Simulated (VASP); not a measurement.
# Cu (Fm-3m) in VASP: relaxation of cell and atoms with r2SCAN

Aim: the relaxation of cell and atoms of Cu with r2SCAN.

Everything below comes from runs of VASP 6.6.1. Logs are shortened: lines on timing, memory, paths and dates and some standing lists are left out, and cuts for length are marked.

## 1. Starting point

It takes space group Fm-3m (No. 225, cubic). Conventional cell: a = 3.615 Å, b = 3.615 Å, c = 3.615 Å, α = 90.00°, β = 90.00°, γ = 90.00°. Cu (site symmetry m-3m) has 12 Cu at 2.56 Å as nearest neighbours.

## 2. Relaxation of cell and atoms, r2SCAN

INCAR reads:

```
ALGO     = Normal         # electronic algorithm
EDIFF    = 1E-7           # SCF threshold, eV
EDIFFG   = -0.004         # ionic threshold
ENCUT    = 600            # plane-wave cutoff, eV
IBRION   = 2              # ionic algorithm
ISIF     = 3              # what is computed and relaxed
ISMEAR   = 0              # smearing method
LASPH    = T              # aspherical terms in the spheres
LCHARG   = F              # write CHGCAR
LMIXTAU  = T            
LREAL    = F              # projectors in reciprocal space
LWAVE    = F              # write WAVECAR
METAGGA  = R2SCAN         # meta-GGA
NELM     = 80             # most SCF steps
NSW      = 80             # ionic steps
PREC     = Accurate       # precision mode
SIGMA    = 0.1            # smearing width, eV
```

KPOINTS reads:

```
k-points
0
Gamma
  20 20 20
```

POSCAR reads:

```
Cu
1.0
    0.0000000000      1.8075000000      1.8075000000
    1.8075000000      0.0000000000      1.8075000000
    1.8075000000      1.8075000000      0.0000000000
Cu
1
Direct
    0.0000000000      0.0000000000      0.0000000000
```

Potentials or basis: VASP PAW PBE potentials, release 64 (Cu).

Command:

```
> cat potpaw_PBE.64/Cu/POTCAR > POTCAR
> mpirun -np 1 vasp_std > vasp.out
```

OUTCAR:

```text
EDIFF = 1E-7
   EDIFFG = -0.004
   ENCUT = 600
   IBRION = 2
   ISIF = 3
   ISMEAR = 0
   LASPH = T
   LREAL = F
   METAGGA = R2SCAN
   NELM = 80
   NSW = 80
   PREC = Accurate

 ion  position               nearest neighbor table
   1  0.000  0.000  0.000-

  LATTYP: Found a face centered cubic cell.
 ALAT       =     3.6150000000

  Lattice vectors:

 A1 = (   0.0000000000,   1.8075000000,   1.8075000000)
 A2 = (   1.8075000000,   0.0000000000,   1.8075000000)
 A3 = (   1.8075000000,   1.8075000000,   0.0000000000)

Analysis of symmetry for initial positions (statically):
=====================================================================
 Subroutine PRICEL returns:
 Original cell was already a primitive cell.

 Routine SETGRP: Setting up the symmetry group for a
 face centered cubic supercell.

 Subroutine GETGRP returns: Found 48 space group operations
 (whereof 48 operations were pure point group operations)
 out of a pool of 48 trial point group operations.

The static configuration has the point symmetry O_h .

Analysis of symmetry for dynamics (positions and initial velocities):
=====================================================================
 Subroutine PRICEL returns:
 Original cell was already a primitive cell.

 Routine SETGRP: Setting up the symmetry group for a
 face centered cubic supercell.

 Subroutine GETGRP returns: Found 48 space group operations
 (whereof 48 operations were pure point group operations)
 out of a pool of 48 trial point group operations.

The dynamic configuration has the point symmetry O_h .

 Subroutine INISYM returns: Found 48 space group operations
 (whereof 48 operations are pure point group operations),
 and found     1 'primitive' translations

----------------------------------------------------------------------------------------

                                     Primitive cell

  volume of cell :      11.8104

  direct lattice vectors                    reciprocal lattice vectors
     0.000000000  1.807500000  1.807500000    -0.276625173  0.276625173  0.276625173
     1.807500000  0.000000000  1.807500000     0.276625173 -0.276625173  0.276625173
     1.807500000  1.807500000  0.000000000     0.276625173  0.276625173 -0.276625173

  length of vectors
     2.556191014  2.556191014  2.556191014     0.479128854  0.479128854  0.479128854

  position of ions in fractional coordinates (direct lattice)
     0.000000000  0.000000000  0.000000000

  ion indices of the primitive-cell ions
   primitive index   ion index
                 1           1

----------------------------------------------------------------------------------------

 KPOINTS: k-points

Automatic generation of k-mesh.
 Grid dimensions read from file:
 generate k-points for:   20   20   20

 Generating k-lattice:

  Cartesian coordinates                     Fractional coordinates (reciprocal lattice)
    -0.013831259  0.013831259  0.013831259     0.050000000  0.000000000  0.000000000
     0.013831259 -0.013831259  0.013831259     0.000000000  0.050000000  0.000000000
     0.013831259  0.013831259 -0.013831259     0.000000000  0.000000000  0.050000000

  Length of vectors
     0.023956443  0.023956443  0.023956443

  Shift w.r.t. Gamma in fractional coordinates (k-lattice)
     0.000000000  0.000000000  0.000000000

 Subroutine IBZKPT returns following result:
 ===========================================

 Found    256 irreducible k-points:

 Following reciprocal coordinates:
            Coordinates               Weight
  0.000000  0.000000  0.000000      1.000000
  0.050000  0.000000  0.000000      8.000000
  0.100000  0.000000  0.000000      8.000000
  0.150000  0.000000  0.000000      8.000000
  0.200000  0.000000  0.000000      8.000000
  0.250000  0.000000  0.000000      8.000000
[... 16 lines left out ...]
 -0.400000  0.050000  0.000000     24.000000
 -0.350000  0.050000  0.000000     24.000000
 [... further k-points ...]
   k-points           NKPTS =    256   k-points in BZ     NKDIM =    256   number of bands    NBANDS=      9
   number of dos      NEDOS =    301   number of ions     NIONS =      1
   total plane-waves  NPLWV =   8000
   dimension x,y,z NGX =    20 NGY =   20 NGZ =   20
   dimension x,y,z NGXF=    40 NGYF=   40 NGZF=   40
   ions per type =               1
   NGX,Y,Z   is equivalent  to a cutoff of  13.01, 13.01, 13.01 a.u.
   NGXF,Y,Z  is equivalent  to a cutoff of  26.01, 26.01, 26.01 a.u.
 SYSTEM =  unknown system
   PREC   = accura    normal or accurate (medium, high low for compatibility)
   ISTART =      0    job   : 0-new  1-cont  2-samecut
   ICHARG =      2    charge: 1-file 2-atom 10-const
   ISPIN  =      1    spin polarized calculation?
   LNONCOLLINEAR =      F non collinear calculations
   LSORBIT =      F    spin-orbit coupling
   LASPH  =      T    aspherical Exc in radial PAW
   ENCUT  =  600.0 eV  44.10 Ry    6.64 a.u.   5.11  5.11  5.11*2*pi/ulx,y,z
   NELM   =     80;   NELMIN=  2; NELMDL= -5     # of ELM steps
   EDIFF  = 0.1E-06   stopping-criterion for ELM
   LREAL  =      F    real-space projection
   EDIFFG = -.4E-02   stopping-criterion for IOM
   NSW    =     80    number of steps for IOM
   IBRION =      2    ionic relax: 0-MD 1-quasi-New 2-CG
   NFREE  =      1    steps in history (QN), initial steepest desc. (CG)
   ISIF   =      3    stress and relaxation
   ISYM   =      2    0-nonsym 1-usesym 2-fastsym
   POTIM  = 0.5000    time-step for ionic-motion
   TEBEG  =    0.0;   TEEND  =   0.0 temperature during run
   PSTRESS=    0.0 pullay stress
   NELECT =      11.0000    total number of electrons
   NUPDOWN=      -1.0000    fix difference up-down
   EMIN   =  10.00;   EMAX   =-10.00  energy-range for DOS
   EFERMI =   0.00;   METHOD = LEGACY
   ISMEAR =     0;   SIGMA  =   0.10  broadening in eV -4-tet -1-fermi 0-gaus
   EFERMI_NEDOS =   21; number of points for ismear=-14 and -15
   IALGO  =     38    algorithm
   IMIX   =      4    mixing-type and parameters
     AMIX     =   0.40;   BMIX     =  1.00
     AMIX_MAG =   1.60;   BMIX_MAG =  1.00
  volume/ion in A,a.u.               =      11.81        79.70
  Fermi-wavevector in a.u.,A,eV,Ry     =   1.598763  3.021224 34.777078  2.556043
  Thomas-Fermi vector in A             =   2.696162
   LORBIT       =      0    0 simple, 1 ext, 2 COOP (PROOUT), +10 PAW based schemes
   METAGGA = R2SCAN    functional components
   LHFCALC =     F    Hartree Fock is set to
   AEXX    =    0.0000 exact exchange contribution
   IVDW    =     0    specifies the selected vdW correction
   LEPSILON=     F    determine dielectric tensor
   LRPA    =     F    only Hartree local field effects (RPA)
 conjugate gradient relaxation of ions
 non-spin polarized calculation
 Gauss-broadening in eV      SIGMA  =   0.10
  energy-cutoff  :      600.00
  volume of cell :       11.81
 maximum number of plane-waves:       411
   NGX = 11   NGY = 11   NGZ = 11

--------------------------------------- Ionic step        1  -------------------------------------------

 number of electron      11.0000001 magnetization

 Free energy of the ion-electron system (eV)
  ---------------------------------------------------
  ext. energy  EPLUGINS =         0.00000000
  ---------------------------------------------------
  free energy    TOTEN  =       -10.82441111 eV

  energy without entropy =      -10.82320218  energy(sigma->0) =      -10.82380665

------------------------ aborting loop because EDIFF is reached ----------------------------------------

  FORCE on cell =-STRESS in cart. coord.  units (eV):
  Direction    XX          YY          ZZ          XY          YZ          ZX
  --------------------------------------------------------------------------------------
  -------------------------------------------------------------------------------------
  Total       -0.3084187     -0.3084187     -0.3084187     -0.0000000     -0.0000000      0.0000000
  in kB      -41.8394835    -41.8394835    -41.8394835     -0.0000000     -0.0000000      0.0000000
  external PRESSURE =     -41.8394835 kB  Pullay stress =       0.0000000 kB
[... 55 lines left out ...]
  energy  without entropy=      -10.8258312296  energy(sigma->0) =      -10.82641646

--------------------------------------- Ionic step        3  -------------------------------------------

 number of electron      11.0000011 magnetization

 Free energy of the ion-electron system (eV)
  ---------------------------------------------------
  ext. energy  EPLUGINS =         0.00000000
  ---------------------------------------------------
  free energy    TOTEN  =       -10.82870209 eV

  energy without entropy =      -10.82752367  energy(sigma->0) =      -10.82811288

 E-fermi :   7.7108     XC(G=0): -13.9309

 val. band max:        7.7054963577   @ k =   0.5000   0.2500   0.1000
 cond. band min:       7.7580866654   @ k =  -0.4500   0.1000   0.0000
 fundamental gap:      0.0525903077
 Fermi energy:         7.7107895241

 k-point     1 :       0.0000    0.0000    0.0000
  band No.  band energies     occupation
      1      -2.1461      2.00000
      2       4.5189      2.00000
      3       4.5190      2.00000
      4       4.5190      2.00000
      5       5.3710      2.00000
      6       5.3710      2.00000
      7      31.3534      0.00000
      8      34.6076      0.00000
      9      34.6079      0.00000
[... 265 lines left out ...]
 k-point    24 :      -0.3500    0.0500    0.0000
  band No.  band energies     occupation
      1       1.8734      2.00000
      2       4.5345      2.00000
      3       4.5767      2.00000
      4       4.7140      2.00000
      5       5.7153      2.00000
      6       6.0174      2.00000
      7      15.5320      0.00000
      8      28.6975      0.00000
      9      31.1850      0.00000

 [... further k-points ...]

------------------------ aborting loop because EDIFF is reached ----------------------------------------

  FORCE on cell =-STRESS in cart. coord.  units (eV):
  Direction    XX          YY          ZZ          XY          YZ          ZX
  --------------------------------------------------------------------------------------
  -------------------------------------------------------------------------------------
  Total       -0.0009125     -0.0009125     -0.0009125      0.0000000     -0.0000000     -0.0000000
  in kB       -0.1272628     -0.1272628     -0.1272628      0.0000000     -0.0000000     -0.0000000
  external PRESSURE =      -0.1272628 kB  Pullay stress =       0.0000000 kB
[... 16 lines left out ...]
  FREE ENERGIE OF THE ION-ELECTRON SYSTEM (eV)
  ---------------------------------------------------
  free  energy   TOTEN  =       -10.8287020887 eV

  energy  without entropy=      -10.8275236733  energy(sigma->0) =      -10.82811288

 reached required accuracy - stopping structural energy minimisation
```

It took 12 min on 1 thread of AMD EPYC 7R43 (Zen 3), shared host; peak memory 0.12 GiB.

What came out:

```yaml
Free_energy: -10.8287 eV
Relaxed_volume: 11.49 Å³/atom
Relaxed_cell: a = 2.533 Å, b = 2.533 Å, c = 2.533 Å, α = 60.00°, β = 60.00°, γ = 60.00°
Space_group_after_relaxing_to_0.05_Å: Fm-3m (No. 225)
Energy_gained_by_relaxing: 4.3 meV/atom
Ionic_steps: 3
Pressure_after_relaxing: 0.0 GPa
Band_gap_on_the_k_mesh: none (metal or under the smearing width)
```

The path:
```tsv
step	energy change (eV)	largest force (eV/Å)	pressure (GPa)	volume (Å³)
1	0.0000	0.0000	-4.18	11.81
2	-0.0026	0.0000	2.75	11.29
3	-0.0043	0.0000	-0.01	11.49
```

Final structure:
```
Cu
1.0
     0.00000    1.79093    1.79093
     1.79093    0.00000    1.79093
     1.79093    1.79093    0.00000
Cu
1
Direct
  0.00000 0.00000 0.00000
```

Levels at points of the mesh, in eV from the Fermi level:
```tsv
k point	band 4	band 5	band 6	band 7	band 8	band 9
(0.00, 0.00, 0.00)	-3.19	-2.34	-2.34	23.64	26.90	26.90
(0.50, 0.00, 0.00)	-1.73	-1.73	-1.10	4.15	22.14	23.62
(0.50, 0.50, 0.00)	-1.57	-1.57	1.60	7.66	14.02	14.02
```

Caveat: the PAW data sets were made with another functional, which shifts forces and pressure a little.
